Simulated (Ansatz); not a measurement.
# Ta: pressure up to the limit of the methods

The task here is to estimate one member of a computed series from the others.

Computed with Ansatz 0.2.0 (DFT, PBE, PAW with Ansatz's default frozen-core files, scalar-relativistic, unless a step's input says otherwise).

## Starting point

The structure is cubic, space group Fm-3m (No. 225). The conventional cell has a = 4.185 Å, b = 4.185 Å, c = 4.185 Å, α = 90.00°, β = 90.00°, γ = 90.00°. Around Ta (site symmetry m-3m) lie 12 Ta at 2.96 Å.

Coordinates:

```
Ta
1.0
     0.00000    2.09238    2.09238
     2.09238    0.00000    2.09238
     2.09238    2.09238    0.00000
Ta
1
Direct
  0.00000 0.00000 0.00000
```

Whether this phase is the stable one at these pressures isn't tested.

The first run:

input.yaml

```yaml
crystal:
  lattice:
    - [0.0, 2.0923759827, 2.0923759827]
    - [2.0923759827, 0.0, 2.0923759827]
    - [2.0923759827, 2.0923759827, 0.0]
  atoms:
    - { symbol: Ta, position: [0.0, 0.0, 0.0] }
kpoints:
  mp_grid: { grid: [16, 16, 16] }
scf:
  occupations: { method: fermi_dirac, width: 0.1 }
hamiltonian:
  xc: pbe
  pseudopotentials: { kind: paw }
output:
  forces: true
  stress: true
relax:
  f_tol: 0.005
  max_steps: 40
  cell: {}
```

Started as:

```sh
$ ansatz run input.yaml --threads 1 --pin off --max-ram 2048MiB --backend cpu --events-out ev --progress --plain --runs-dir out
```

Among the steps run: Cell relaxed at zero pressure, PAW; Volume scaled by 1, PAW; Volume scaled by 0.95, PAW; Volume scaled by 0.85, PAW; Volume scaled by 0.75, PAW; Volume scaled by 0.65, PAW; Volume scaled by 0.65, PAW (cutoff 800 eV); Volume scaled by 0.55, PAW; Volume scaled by 0.45, PAW; Volume scaled by 0.45, PAW (cutoff 1000 eV); Volume scaled by 0.4, PAW; Volume scaled by 0.4, PAW (cutoff 1000 eV).

One of the session's tables, all rows but one given; the rest of the session is left out.

| method | volume over the first | volume (Å³/atom) | pressure (GPa) |
| --- | --- | --- | --- |
| PAW | 1 | 18.849 | -0.01 |
| PAW | 0.95 | 17.907 | 10.75 |
| PAW | 0.85 | 16.022 | 41.65 |
| PAW | 0.75 | 14.137 | 91.84 |
| PAW | 0.65 | 12.252 | 174.97 |
| PAW | 0.55 | ? | ? |
| PAW | 0.45 | 8.482 | 638.77 |
| PAW | 0.4 | 7.540 | 934.49 |
| PAW (cutoff 1000 eV) | 0.45 | 8.482 | 638.69 |
| PAW (cutoff 1000 eV) | 0.4 | 7.540 | 934.30 |
| PAW (cutoff 800 eV) | 0.65 | 12.252 | 174.96 |

Q: Estimate the row for PAW, 0.55 from the others.

The run gave: volume (Å³/atom): 10.367; pressure (GPa): 329.85. In the column «volume (Å³/atom)» it lies between PAW (cutoff 1000 eV), 0.45 (8.482) and PAW, 0.65 (12.252).
